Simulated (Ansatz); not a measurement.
**TaN: relaxing the structure by PAW and LAPW**

Where does TaN settle (atoms shaken by about 0.1 Å, then relaxed in the fixed cell), by PAW and LAPW? Both runs start alike, so that frozen cores can be judged against all electrons.

Computed with Ansatz 0.2.0 (DFT LDA, scalar-relativistic, unless a step's input says otherwise).

## (1) The starting structure

The structure is triclinic, space group P1 (No. 1). Conventional cell: a = 2.883 Å, b = 2.938 Å, c = 2.938 Å, α = 120.00°, β = 90.00°, γ = 90.00°. Around Ta (site symmetry 1) lie 6 N at 2.08 to 2.35 Å. N (site symmetry 1) is surrounded by 6 Ta at 2.08 to 2.35 Å.

As a file:

```cif
data_structure
_symmetry_space_group_name_H-M 'P1'
_symmetry_Int_Tables_number 1
_cell_length_a 2.8830
_cell_length_b 2.9380
_cell_length_c 2.9380
_cell_angle_alpha 120.000
_cell_angle_beta 90.000
_cell_angle_gamma 90.000
_cell_volume 21.55
loop_
_atom_site_label
_atom_site_type_symbol
_atom_site_symmetry_multiplicity
_atom_site_Wyckoff_symbol
_atom_site_fract_x
_atom_site_fract_y
_atom_site_fract_z
_atom_site_occupancy
Ta1 Ta 1 a 0.45866 0.29176 0.66565 1
N1 N 1 a 0.95483 0.01483 0.98382 1
```

The file gives the conventional cell by its symmetry; the runs use the cell typed in the input.

Atoms are numbered in the order of the input: Ta1, N2.

## (2) PAW with frozen cores

Contents of input.yaml:

```yaml
crystal:
  lattice:
    - [2.938, 0.0, 0.0]
    - [-1.469, 2.5443826363, 0.0]
    - [0.0, 0.0, 2.883]
  atoms:
    - { symbol: Ta, position: [0.2917568233, 0.6656514067, 0.45866156] }
    - { symbol: "N", position: [0.01483499, -0.01617691, -0.04516639] }
kpoints:
  mp_grid: { grid: [9, 9, 8] }
scf:
  occupations: { method: fermi_dirac, width: 0.02 }
hamiltonian:
  xc: lda
  pseudopotentials: { kind: paw }
output:
  forces: true
  stress: true
  efg: { contact_densities: true }
relax:
  f_tol: 0.01
  max_steps: 80
```

On the command line:

```bash
ansatz run input.yaml --threads 1 --pin off --max-ram 2048MiB --backend cpu --events-out ev --progress --plain --runs-dir out
```

## (3) LAPW, all electrons

input.yaml, as its differences from that of step 2:

```diff
@@ -14,3 +14,3 @@
   xc: lda
-  pseudopotentials: { kind: paw }
+  pseudopotentials: { kind: all_electron, lapw: { basis_error: 0.001 } }
 output:
@@ -18,3 +18,2 @@
   stress: true
-  efg: { contact_densities: true }
 relax:
```

Q: Predict the outcome of this session. Wanted: PAW: energy gained; PAW: accepted moves; PAW: space group; LAPW: energy gained; LAPW: accepted moves; LAPW: space group.

As calculated:

| quantity | value |
| --- | --- |
| PAW: energy gained | 120.0 meV/atom |
| PAW: accepted moves | 3 |
| PAW: space group | P1 → P-6m2 |
| LAPW: energy gained | 119.1 meV/atom |
| LAPW: accepted moves | 3 |
| LAPW: space group | P1 → P-6m2 |

**Reading.** By PAW the atoms settle in 3 moves, Ta1 moving most (0.10 Å), and the energy falls by 120.0 meV/atom. PAW's energy gain differs from LAPW's by +0.8 meV/atom. LAPW took about 13 times as long as PAW (5.8 min against 27 s, on a shared host and with the outputs that each input asks for).
